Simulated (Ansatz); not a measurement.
# InP: the cost of one run

Program: Ansatz 0.2.0. Level of theory: DFT PBE, scalar-relativistic, plane waves, PAW. These are calculated values, not measurements.

The COD entry's cell or inner coordinates are ideal or old and differ from later refinements, so a difference from it is no clean test against experiment.

6 further runs of the same task are left out: 6 set aside as unsound or not needed.

## 1. The structure to begin with

The structure is cubic, space group F-43m (No. 216). Conventional cell: a = 5.959 Å, b = 5.959 Å, c = 5.959 Å, α = 90.00°, β = 90.00°, γ = 90.00°. In (site symmetry -43m) has 4 P at 2.58 Å as nearest neighbours. P (site symmetry -43m) has 4 In at 2.58 Å as nearest neighbours.

Coordinates:

```
In P
1.0
     0.00000    2.97964    2.97964
     2.97964    0.00000    2.97964
     2.97964    2.97964    0.00000
In P
1 1
Direct
  0.00000 0.00000 0.00000
  0.75000 0.75000 0.75000
```

This cell was relaxed beforehand with the same method: volume 26.45 Å³/atom, gap on the mesh 0.44 eV.

## 2. The cell under 25 GPa

What is minimised here is the enthalpy; the energy can go up as the cell is squeezed.

File input.yaml:

```yaml
crystal:
  lattice:
    - [0.0, 2.9796445641, 2.9796445641]
    - [2.9796445641, 0.0, 2.9796445641]
    - [2.9796445641, 2.9796445641, 0.0]
  atoms:
    - { symbol: In, position: [0.0, 0.0, 0.0] }
    - { symbol: P, position: [0.75, 0.75, 0.75] }
basis:
  ecutwfc: 420
kpoints:
  mp_grid: { grid: [10, 10, 10] }
hamiltonian:
  xc: pbe
scf:
  occupations: { method: fixed }
output:
  forces: true
  stress: true
  eigenvalues: true
relax:
  adjacent_minimum: "off"
  f_tol: 0.001
  max_steps: 60
  cell: { stress_tol: 0.02, p_target: 25.0 }
```

Run with:

```sh
> ansatz run input.yaml --threads 1 --pin off --max-ram 3072MiB --backend cpu --events-out ev --progress --plain --runs-dir out
```

**Question.** How long does this run take on 1 thread of AMD EPYC 9R45 (Zen 5), shared host, and how much memory does it need?

About 6.4 s, with a peak of 0.39 GiB.
